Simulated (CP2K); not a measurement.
Runs of CP2K 2026.2 on BP. Symmetry: F-43m, No. 216, cubic system. Conventional cell: a = 4.538 Å, b = 4.538 Å, c = 4.538 Å, α = 90.00°, β = 90.00°, γ = 90.00°. P (site symmetry -43m) has 4 B at 1.97 Å as nearest neighbours. Around B (site symmetry -43m) lie 4 P at 1.97 Å. 

```tsv
task	level	potentials or basis	cell	smearing	EPS_DEFAULT	NGRIDS	points a segment of the path (NPOINTS)	bands added on the path	CUTOFF of the grids	gap on the mesh (eV)	pressure (GPa)	V0 of scaled cells (Å³/atom)	B0 (GPa)
band structure	r2SCAN	POTENTIAL_UZH P GTH-SCAN-q5, B GTH-SCAN-q3; TZVP-MOLOPT-SCAN-GTH basis	as given	fermi-dirac 0.05 eV	1.0E-10	5	10	2	675 Ry	1.52	-1.3	-	-
single point	PBEsol	POTENTIAL_UZH P GTH-PBE-q5, B GTH-PBE-q3; TZVP-MOLOPT-PBE-GTH basis	as given	fermi-dirac 0.05 eV	1.0E-10	4	-	-	450 Ry	1.23	-1.2	-	-
atomic charges	WC	POTENTIAL_UZH P GTH-PBE-q5, B GTH-PBE-q3; TZVP-MOLOPT-PBE-GTH basis	as given	fermi-dirac 0.05 eV	1.0E-9	4	-	-	675 Ry	(b)	-1.2	-	-
band structure	PBEsol	POTENTIAL_UZH P GTH-PBE-q5, B GTH-PBE-q3; TZVP-MOLOPT-PBE-GTH basis	as given	fermi-dirac 0.0259 eV	1.0E-9	5	6	4	450 Ry	1.23	-1.2	-	-
equation of state	r2SCAN	POTENTIAL_UZH P GTH-SCAN-q5, B GTH-SCAN-q3; TZVP-MOLOPT-SCAN-GTH basis	as given	fermi-dirac 0.05 eV	1.0E-9	4	-	-	675 Ry	-	-	11.59	169
single point	PBE	POTENTIAL_UZH P GTH-PBE-q5, B GTH-PBE-q3; TZVP-MOLOPT-PBE-GTH basis	as given	fermi-dirac 0.05 eV	1.0E-10	4	-	-	450 Ry	1.37	0.3	-	-
atomic charges	LDA	POTENTIAL_UZH P GTH-PBE-q5, B GTH-PBE-q3; TZVP-MOLOPT-PBE-GTH basis	as given	fermi-dirac 0.05 eV	1.0E-9	4	-	-	675 Ry	(c)	-1.1	-	-
band structure	LDA	GTH_POTENTIALS P GTH-PADE-q5, B GTH-PADE-q3; TZVP-MOLOPT-PBE-GTH basis	as given	fermi-dirac 0.1 eV	1.0E-9	4	8	6	450 Ry	1.31	(a)	-	-
band structure	TB-mBJ	POTENTIAL_UZH P GTH-PBE-q5, B GTH-PBE-q3; TZVP-MOLOPT-PBE-GTH basis	as given	fermi-dirac 0.05 eV	1.0E-9	5	8	6	675 Ry	1.67	-	-	-
band structure	r2SCAN	POTENTIAL_UZH P GTH-SCAN-q5, B GTH-SCAN-q3; TZVP-MOLOPT-SCAN-GTH basis	as given	fermi-dirac 0.05 eV	1.0E-9	4	6	2	675 Ry	1.52	-1.3	-	-
single point	PBE	POTENTIAL_UZH P GTH-PBE-q5, B GTH-PBE-q3; TZVP-MOLOPT-PBE-GTH basis	the cell as VASP's run set it	gaussian 0.02 eV	1.0E-10	4	-	-	450 Ry	1.37	0.3	-	-
equation of state	PBEsol	POTENTIAL_UZH P GTH-PBE-q5, B GTH-PBE-q3; TZVP-MOLOPT-PBE-GTH basis	as given	fermi-dirac 0.05 eV	1.0E-10	5	-	-	450 Ry	-	-	11.60	166
```

Alike in all rows: no spin polarisation; k mesh 10 × 10 × 10.

Problem. Fill in the values left out.

Solution. (a) -6.1; (b) 1.26; (c) 1.21.

Caveats: the basis of atomic orbitals isn't converged, which shifts pressures, moduli and gaps; the potentials were made for another functional, which shifts forces and pressure (some runs); this is a model potential without an energy functional, so only levels have meaning (some runs).

A k mesh can miss the band edges.

Not every run made on this cell is shown here.
